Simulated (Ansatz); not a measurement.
# MnSi (Pm-3m) in Ansatz: reference runs

Reference runs on MnSi: the cell as given and a disturbed copy.

Program: Ansatz 0.2.0. These are calculated values, not measurements. Logs are shortened: lines on timing, memory, paths and dates and some standing lists are left out, and cuts for length are marked.

## (1) Starting point

It takes space group Pm-3m (No. 221, cubic). The conventional cell has a = 2.987 Å, b = 2.987 Å, c = 2.987 Å, α = 90.00°, β = 90.00°, γ = 90.00°. Mn (site symmetry m-3m) is surrounded by 8 Si at 2.59 Å. Around Si (site symmetry m-3m) lie 8 Mn at 2.59 Å.

The cell was built by a generator and needn't be a form met in nature.

## (2) Single point, PBE, collinear spin, ferromagnetic start

input.yaml

```yaml
crystal:
  lattice:
    - [2.98743146, 0.0, 0.0]
    - [0.0, 2.98743146, 0.0]
    - [0.0, 0.0, 2.98743146]
  atoms:
    - { symbol: Mn, position: [0.5, 0.5, 0.5], spin: 4.0 }
    - { symbol: Si, position: [0.0, 0.0, 0.0] }
kpoints:
  mp_grid: { grid: [9, 9, 9] }
scf:
  occupations: { method: fermi_dirac, width: 0.05 }
hamiltonian:
  xc: pbe
  pseudopotentials: { kind: all_electron, lapw: { basis_error: 0.001 } }
magnetization:
  spin_polarized: true
output:
  forces: true
  stress: true
  eigenvalues: true
  populations: true
```

Potentials or basis: all-electron LAPW, scalar-relativistic.

Command:

```bash
$ ansatz run input.yaml --threads 2 --pin off --max-ram 6144MiB --backend cpu --events-out ev --progress --plain --runs-dir out
```

What it wrote:

```text
Warning: RAYON_NUM_THREADS=2 ignored (pool sized by the plan → 2); use --threads N
Mn: projections on atomic orbitals take those of the free atom 1s2 2s2 2p6 3s2 3p6 3d5 4s2, of charge +0.00 (hamiltonian.pseudopotentials.projection_atoms)
Si: projections on atomic orbitals take those of the free atom 1s2 2s2 2p6 3s2 3p2, of charge +0.00 (hamiltonian.pseudopotentials.projection_atoms)
LAPW: plane waves up to 7.649 Å⁻¹, error target 1.0e-3 eV per atom; small_component_spin mean_spin; Si in spheres of 1.170 Å, 12 of its electrons in bands, Dirac shells []; Mn in spheres of 1.417 Å, 15 of its electrons in bands, Dirac shells [] (how accurate: hamiltonian.pseudopotentials.lapw.basis_error, Limitations)
Engine: ansatz 0.2.0, aarch64-unknown-linux-gnu
Pseudopotentials: kind: all_electron
Pseudopotential: Mn, LAPW, valence charge 15, lapw/all_electron/scalar/gaussian/Mn, Koelling and Harmon's equation, gaussian nucleus
Pseudopotential: Si, LAPW, valence charge 12, lapw/all_electron/scalar/gaussian/Si, Koelling and Harmon's equation, gaussian nucleus
Functional definition: PBE
  parameter kappa = 0.804
  parameter beta = 0.06672455060314922
  exchange = pbe_x(kappa = kappa, mu = beta*pi^2/3)
  correlation = pbe_c(beta = beta)
Crystal: 2 atoms, lattice volume = 26.662 Å³
Basis set: ecut = 222.91031891679563 eV, 203 PW (Γ), exchange–correlation at level 2
Bands: 20, of which v1, the nominal top of the filled ones, is band 14 counted from 1 (13 counted from 0)
Symmetry: 48 space group operations
Space group: Pm-3m (ITA 221), of the structure as read, at distance tolerance 3.0e-5 Å
Magnetic group: BNS 221.92 (UNI 1594), of the structure as read, at distance tolerance 3.0e-5 Å
k-points: 35 of 729
Non-local potential: Mn, projectors of the file, none
Non-local potential: Si, projectors of the file, none
Initial density: superposition of atomic densities (chi_scale 0.1, normalization cell)
Starting moments: Σ|m| = 4 μB on 1 of 2 sites
Initial wavefunctions: plane waves of lowest kinetic energy (no species holds an atomic orbital)
Functional: x = pbe(κ = 0.804, μ = 0.2195149727645171), c = pbe(β = 0.06672455060314922)
iter 1 solved again at ethr=8.08e-4 eV; its pass at ethr=1.00e-1 eV (dr2=2.18e-1 eV) is discarded
SCF iter   1: F=—  HF=-39420.655017 eV  |F-HF|=—  |Δ(HF+E_count)|=         —  Δρ=4.28e-2 (↑3.47e-2 ↓4.28e-2)  dr2=2.18e-1  dr2_m=3.38e-1  M=2.381 μB ∫|m|=2.659 μB  β_m=0.30  ethr=8.08e-4  ⟨swp⟩=2.3  Hψ=9285  notcnv=0
Mixer restart at iter 1: flushing history
preconditioner: auto → none  [metal: Δε(μ)=0.053 eV  Ē_g=8.979 eV  σ=0.050 eV  W_gap=0.24  n_scr=6 (ndim 8)  ℏωp=23.9 eV  f_vac=0.000  D(μ)=2.07/eV (n_scr^D=26)  sad-step TF]
SCF iter   2: F=—  HF=-39420.641988 eV  |F-HF|=—  |Δ(HF+E_count)|=   1.30e-2  Δρ=3.64e-2 (↑3.09e-2 ↓3.64e-2)  dr2=1.12e-1  dr2_m=2.63e-1  M=2.120 μB ∫|m|=2.423 μB  β_m=0.31  ethr=8.07e-4  ⟨swp⟩=2.0  Hψ=4064  notcnv=0
SCF iter   3: F=—  HF=-39420.729906 eV  |F-HF|=—  |Δ(HF+E_count)|=   8.79e-2  Δρ=1.46e-2 (↑1.46e-2 ↓1.44e-2)  dr2=3.87e-1  dr2_m=6.90e-4  M=1.950 μB ∫|m|=2.298 μB  β_m=0.41  ethr=4.13e-4  ⟨swp⟩=2.7  Hψ=4234  notcnv=0
iter 4 solved again at ethr=2.14e-5 eV; its pass at ethr=4.13e-4 eV (dr2=5.79e-3 eV) is discarded
SCF iter   4: F=—  HF=-39420.604608 eV  |F-HF|=—  |Δ(HF+E_count)|=   1.25e-1  Δρ=1.26e-2 (↑1.26e-2 ↓9.23e-3)  dr2=5.80e-3  dr2_m=2.82e-2  M=0.918 μB ∫|m|=1.264 μB  β_m=0.71  ethr=2.14e-5  ⟨swp⟩=2.0  Hψ=7164  notcnv=0
SCF iter   5: F=—  HF=-39420.615461 eV  |F-HF|=—  |Δ(HF+E_count)|=         —  Δρ=4.96e-3 (↑4.96e-3 ↓1.36e-3)  dr2=4.71e-3  dr2_m=2.34e-3  M=0.878 μB ∫|m|=1.150 μB  β_m=0.71  ethr=2.14e-5  ⟨swp⟩=2.9  Hψ=3994  notcnv=0
Mixer restart at iter 5: flushing history
SCF iter   6: F=—  HF=-39420.649407 eV  |F-HF|=—  |Δ(HF+E_count)|=         —  Δρ=6.20e-3 (↑3.93e-3 ↓6.20e-3)  dr2=4.34e-2  dr2_m=3.24e-4  M=0.886 μB ∫|m|=1.137 μB  β_m=0.71  ethr=1.74e-5  ⟨swp⟩=3.0  Hψ=4480  notcnv=0
the basis was enlarged: its passes take 1.6 MiB over the memory plan, 2 of 2 planned eigensolver slots
SCF iter   7: F=—  HF=-39420.608679 eV  |F-HF|=—  |Δ(HF+E_count)|=   4.07e-2  Δρ=2.02e-3 (↑2.02e-3 ↓2.02e-4)  dr2=1.70e-3  dr2_m=2.52e-4  M=0.875 μB ∫|m|=1.112 μB  β_m=0.75  ethr=1.74e-5  ⟨swp⟩=3.0  Hψ=4431  notcnv=0
SCF iter   8: F=—  HF=-39420.607574 eV  |F-HF|=—  |Δ(HF+E_count)|=   1.11e-3  Δρ=5.36e-4 (↑5.36e-4 ↓2.09e-4)  dr2=3.53e-5  dr2_m=3.19e-5  M=0.874 μB ∫|m|=1.099 μB  β_m=0.73  ethr=6.31e-6  ⟨swp⟩=2.1  Hψ=3650  notcnv=0
SCF iter   9: F=—  HF=-39420.607361 eV  |F-HF|=—  |Δ(HF+E_count)|=   2.13e-4  Δρ=7.74e-5 (↑7.74e-5 ↓4.34e-5)  dr2=4.61e-7  dr2_m=8.86e-7  M=0.873 μB ∫|m|=1.094 μB  β_m=0.77  ethr=1.31e-7  ⟨swp⟩=2.7  Hψ=3846  notcnv=0
SCF iter  10: F=—  HF=-39420.607360 eV  |F-HF|=—  |Δ(HF+E_count)|=   9.23e-7  Δρ=8.37e-6 (↑8.37e-6 ↓3.12e-6)  dr2=1.32e-8  dr2_m=7.65e-9  M=0.873 μB ∫|m|=1.093 μB  β_m=0.89  ethr=1.71e-9  ⟨swp⟩=3.0  Hψ=3946  notcnv=0
SCF iter  11: F=—  HF=-39420.607360 eV  |F-HF|=—  |Δ(HF+E_count)|=   9.47e-8  Δρ=1.43e-6 (↑1.43e-6 ↓6.39e-7)  dr2=2.88e-10  dr2_m=2.51e-10  M=0.873 μB ∫|m|=1.093 μB  β_m=0.91  ethr=4.89e-11  ⟨swp⟩=3.0  Hψ=3927  notcnv=0
SCF iter  12: F=-39420.607360 eV  HF=-39420.607360 eV  |F-HF|=1.39e-9  |Δ(HF+E_count)|=  6.98e-10  Δρ=5.75e-7 (↑2.20e-7 ↓5.75e-7)  dr2=2.04e-10  dr2_m=1.55e-11  M=0.873 μB ∫|m|=1.093 μB  ethr=1.60e-12 (applied; sched 1.07e-12)  ⟨swp⟩=3.0  Hψ=4004  notcnv=0
SCF 1 converged in 12 iterations: F = -39420.607360 eV  dr2 = 2.04e-10
SCF converged after 12 iterations
Magnetization: 0.8731 μB (13.9366 up, 13.0634 down)
Absolute magnetization: 1.0927 μB (∫|ρ↑−ρ↓|)
Spin contamination: 0.0267 ħ² per cell (⟨S²⟩ above its minimum at these occupations)
Per-site moments (μB) at R_I (Å): [(0.982487142068381, 1.4173681176267714), (-0.08089364820634248, 1.1698233802459057)]
Free energy (F): -39420.607360 eV
Harris-Foulkes:  -39420.607360 eV  (|F-HF|=1.39e-9)
Internal energy: -39420.590712 eV  (E = F + TS)
E sigma→0 (E₀):  -39420.599036 eV
Entropy (-TS):   -0.016648 eV (-8.324 meV/atom)
Fermi energy:    14.733732 eV
--- Per-component energies (eV) ---
  E_band       = -894.049127
  E_kinetic    = 39829.478695
  E_xc         = -1990.823502
  E_electrostatic = -77259.245906  (all electrons and nuclei)
  E_smearing   = -0.016648  (= −TS)
  E_closure    = 0.000000  (closes the sum)
  E_atoms      = -39405.593203  (free atoms, spherical and without spin; not in F)
  Σ components = -39420.607360   (vs F -39420.607360, Δ=0.00e0)
  Basis errors (estimates in eV, not in F): energy 2.9e-4 per atom: plane waves 2.5e-4 (1.3e-4 summed), levels above the bands 3.5e-87, relativity 7.3e-9, radial functions 3.2e-5, core shells 1.9e-9; eigenvalues (radial functions only) 2.3e-6; not estimated: angular momenta, meshes, grids; target (lapw.basis_error) 1.0e-3; muffin-tin radii Si 1.170 Å, Mn 1.417 Å
--- Forces (eV/Å), atoms counted from 1 ---
  atom   1  Mn     0.00000000     0.00000000     0.00000000
  atom   2  Si    -0.00000000     0.00000000    -0.00000000
  max |Σ_I F_I| component: 3.20e-31 eV/Å
--- Stress (GPa, compression-positive) ---
      -26.045669       0.000000       0.000000
        0.000000     -26.045669       0.000000
        0.000000       0.000000     -26.045669
  P = ⅓ Tr σ = -26.0457 GPa (-260.457 kbar)
--- Band table (eV; the first three rows and the last of 70) ---
  k-point 0 ↑: bands = ["-119.7597", "-75.8082", "-75.8082", "-75.8082", "-64.6229", "-33.3567", "-33.3567", "-33.3567", "2.7697", "12.3112", "12.3112", "14.3178", "14.3178", "14.3178", "17.6780", "17.6780", "17.6780", "22.7204", "22.7204", "24.6045"]
  k-point 1 ↑: bands = ["-119.7597", "-75.8083", "-75.8082", "-75.8082", "-64.6224", "-33.3641", "-33.3561", "-33.3561", "2.9738", "12.1469", "12.3829", "14.1056", "14.1056", "14.3338", "16.7145", "18.0645", "18.0645", "22.6249", "23.4305", "25.5424"]
  k-point 2 ↑: bands = ["-119.7597", "-75.8087", "-75.8082", "-75.8082", "-64.6209", "-33.3829", "-33.3545", "-33.3545", "3.5746", "11.3365", "12.5730", "13.6805", "13.6805", "14.3747", "15.6155", "19.0187", "19.0187", "22.3615", "24.0098", "28.2856"]
  k-point 34 ↓: bands = ["-119.7817", "-75.8363", "-75.8363", "-75.8363", "-63.5778", "-32.3970", "-32.3968", "-32.3968", "9.7684", "10.6188", "10.6188", "12.9650", "15.6049", "15.6049", "16.1992", "17.3141", "17.3141", "19.6393", "19.6393", "20.0899"]
--- Löwdin populations: 2 sites ---
  site symbol       q [e]    m [muB]
     0     Mn     24.6024     1.0182
     1     Si     14.1877    -0.1476
  spilling = 0.005382 (of n_electrons = 39.000000)
```

Wall time 9.1 s (2 threads of Arm Neoverse V1, shared host); peak memory 0.36 GiB.

Results:

```yaml
Free_energy: -39420.6074 eV
Pressure: -26.0 GPa
Band_gap_on_the_k_mesh: none (metal or under the smearing width)
Net_moment: 0.87 μB per cell
Absolute_moment: 1.09 μB per cell
Site_moments: Mn +0.98; Si -0.08 μB
```

Caveat: so large a pressure means that the cell lies far from this level's equilibrium, or that cutoff or potentials fall short; the moment fell far below its start of 4 μB, so a state of higher moment may lie lower in energy.

## (3) Single point, PBE, collinear spin, ferromagnetic start (atoms moved at random, drawn with an rms of 0.05 Å)

input.yaml, as its differences from that of step 2:

```diff
@@ -6,4 +6,4 @@
   atoms:
-    - { symbol: Mn, position: [0.5, 0.5, 0.5], spin: 4.0 }
-    - { symbol: Si, position: [0.0, 0.0, 0.0] }
+    - { symbol: Mn, position: [0.49843, 0.512287, 0.498621], spin: 4.0 }
+    - { symbol: Si, position: [-0.013793, 0.010412, 0.001896] }
 kpoints:
```

Potentials or basis: all-electron LAPW, scalar-relativistic.

Command:

```bash
$ ansatz run input.yaml --threads 2 --pin off --max-ram 6144MiB --backend cpu --events-out ev --progress --plain --runs-dir out
```

What it wrote:

```text
Warning: RAYON_NUM_THREADS=2 ignored (pool sized by the plan → 2); use --threads N
Mn: projections on atomic orbitals take those of the free atom 1s2 2s2 2p6 3s2 3p6 3d5 4s2, of charge +0.00 (hamiltonian.pseudopotentials.projection_atoms)
Si: projections on atomic orbitals take those of the free atom 1s2 2s2 2p6 3s2 3p2, of charge +0.00 (hamiltonian.pseudopotentials.projection_atoms)
LAPW: plane waves up to 7.767 Å⁻¹, error target 1.0e-3 eV per atom; small_component_spin mean_spin; Si in spheres of 1.158 Å, 12 of its electrons in bands, Dirac shells []; Mn in spheres of 1.399 Å, 15 of its electrons in bands, Dirac shells [] (how accurate: hamiltonian.pseudopotentials.lapw.basis_error, Limitations)
[... 2 set-up lines as earlier in the session ...]
[... 60 lines left out ...]
--- Forces (eV/Å), atoms counted from 1 ---
  atom   1  Mn    -0.07534911    -0.01167827     0.02038854
  atom   2  Si     0.07535304     0.01167920    -0.02038975
  max |Σ_I F_I| component: 3.92e-6 eV/Å
--- Stress (GPa, compression-positive) ---
      -26.004378       0.029101      -0.050831
        0.029101     -25.930919      -0.007914
       -0.050831      -0.007914     -25.934549
  P = ⅓ Tr σ = -25.9566 GPa (-259.566 kbar)
--- Band table (eV; the first three rows and the last of 730) ---
  k-point 0 ↑: bands = ["-119.7577", "-75.8063", "-75.8061", "-75.8061", "-64.6241", "-33.3597", "-33.3574", "-33.3570", "2.7697", "12.3078", "12.3084", "14.3140", "14.3142", "14.3175", "17.6798", "17.6801", "17.6854", "22.7162", "22.7219", "24.5975"]
  k-point 1 ↑: bands = ["-119.7577", "-75.8063", "-75.8062", "-75.8060", "-64.6236", "-33.3648", "-33.3588", "-33.3565", "2.9738", "12.1441", "12.3797", "14.1030", "14.1044", "14.3311", "16.7140", "18.0664", "18.0730", "22.6223", "23.4277", "25.5372"]
  k-point 2 ↑: bands = ["-119.7576", "-75.8065", "-75.8063", "-75.8060", "-64.6221", "-33.3835", "-33.3573", "-33.3549", "3.5746", "11.3347", "12.5699", "13.6792", "13.6796", "14.3718", "15.6139", "19.0206", "19.0245", "22.3590", "24.0044", "28.2572"]
  k-point 364 ↓: bands = ["-119.7798", "-75.8345", "-75.8332", "-75.8332", "-63.5868", "-32.4103", "-32.3490", "-32.3487", "5.8687", "8.6277", "13.3004", "13.6590", "14.0927", "15.2856", "16.0816", "20.1202", "20.1281", "23.0999", "23.2693", "24.8170"]
--- Löwdin populations: 2 sites ---
  site symbol       q [e]    m [muB]
     0     Mn     24.6024     1.0188
     1     Si     14.1877    -0.1473
  spilling = 0.005381 (of n_electrons = 39.000000)
```

populations.tsv:

```text
# site	symbol	l	j	q_up	q_dn
# orbitals = lowdin
# n_electrons = 39.000000
# spilling = 0.005381
# projection_atom_Mn: 1s2 2s2 2p6 3s2 3p6 3d5 4s2
# projection_atom_Si: 1s2 2s2 2p6 3s2 3p2
0	Mn	0_1S	-	0.999988	0.999989
0	Mn	0_2S	-	0.999362	0.999389
0	Mn	0_3S	-	0.984306	0.985026
0	Mn	0_4S	-	0.268915	0.271045
0	Mn	1_2P	-	2.999993	2.999994
0	Mn	1_3P	-	2.997316	2.997315
0	Mn	2_3D	-	3.560731	2.539061
1	Si	0_1S	-	0.999955	0.999956
1	Si	0_2S	-	0.996209	0.996297
1	Si	0_3S	-	0.655328	0.689237
1	Si	1_2P	-	2.998969	2.998950
1	Si	1_3P	-	1.369720	1.483076
```

Wall time 1.9 min (2 threads of Arm Neoverse V1, shared host); peak memory 1 GiB.

Results:

```yaml
Free_energy: -39420.6058 eV
Pressure: -26.0 GPa
Largest_force: 0.079 eV/Å
Band_gap_on_the_k_mesh: none (metal or under the smearing width)
Net_moment: 0.87 μB per cell
Absolute_moment: 1.09 μB per cell
Site_moments: Mn +0.98; Si -0.08 μB
```

Forces in eV/Å, atoms in the order of the input:
```
Mn  -0.075 -0.012  0.020
Si   0.075  0.012 -0.020
```

Levels at points of the mesh, in eV from the Fermi level:
Spin up:
```csv
k point,band 12,band 13,band 14,band 15,band 16,band 17
"(0.00, 0.00, 0.00)",-0.42,-0.42,-0.41,2.95,2.95,2.95
```
Spin down:
```
           k point  band 9  band 10  band 11  band 12  band 13  band 14  band 15  band 16  band 17  band 18
(0.00, 0.00, 0.00)  -12.00    -2.04    -2.04     0.71     0.71     0.71     2.91     2.91     2.91     8.05
```

Caveat: the moment fell far below its start of 4 μB, so a state of higher moment may lie lower in energy.
